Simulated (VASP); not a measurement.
Input of a VASP 6.6.1 run:

The input INCAR:

```
  PREC = Accurate
  ENCUT = 520
  EDIFF = 1E-7
  ISMEAR = -1
  SIGMA = 0.05
  LREAL = Auto
  LASPH = True
  NELM = 100
  ALGO = Fast
  ISIF = 2
  LWAVE = False
  LCHARG = True
  GGA = PE
  LELF = True
  LVHAR = True
  NBANDS = 48
```

File KPOINTS:

```
Automatic mesh
0
Gamma
  1 1 1
```

Contents of POSCAR:

```
H12CO8
1.0
    6.8384790000      0.0000000000      0.0000000000
    0.0000000000      6.8384790000      0.0000000000
    0.0000000000      0.0000000000      6.8384790000
O H C
8 12 1
Direct
    0.3691025446      0.7977943633      0.2821972547
    0.0713170282      0.5353968331      0.1279524292
    1.0250963701      0.0264240045      1.2152263683
    0.2452884625      0.5351189936      0.6880184907
    0.5560154531      0.2681882916      0.4925802945
    0.8374523048      0.6974357894      0.4699144357
    0.5892245922      0.4761000217      0.0122249407
    0.8023714045      0.6835584346     -0.1407622952
    0.2330635219      0.8262509836      0.2716978439
    0.3704186267      0.7598619518      0.4203566319
    0.0705566252      0.6018736038      0.0163925341
    0.1439793849      0.4246997030      0.0623969160
    0.8983869074      0.0934418311      1.1805987852
    1.1021017978     -0.0033633210      1.1028183314
    0.1691604230      0.4156333594      0.6502030642
    0.3681812871      0.4671067938      0.6357700301
    0.5587792256      0.3015290388      0.3500193537
    0.6847867779      0.3038102479      0.5343585906
    0.9665892079      0.7922814415      0.4696512192
    0.7427090147      0.7944456655      0.4468976215
    0.6994830283      0.5688399423     -0.0667692333
```

Potentials or basis: VASP PAW PBE potentials, release 64 (O, H, C).

Run with:

```bash
$ cat potpaw_PBE.64/O/POTCAR potpaw_PBE.64/H/POTCAR potpaw_PBE.64/C/POTCAR > POTCAR
$ mpirun -np 1 vasp_gam > vasp.out
```

(1) Estimate the largest force.

(2) What does it give for the band gap on the k mesh?

Answers

(1) 6.285 eV/Å.

(2) 3.57 eV, direct.

Caveat: the standard files for N, O and F lose accuracy on very short bonds.
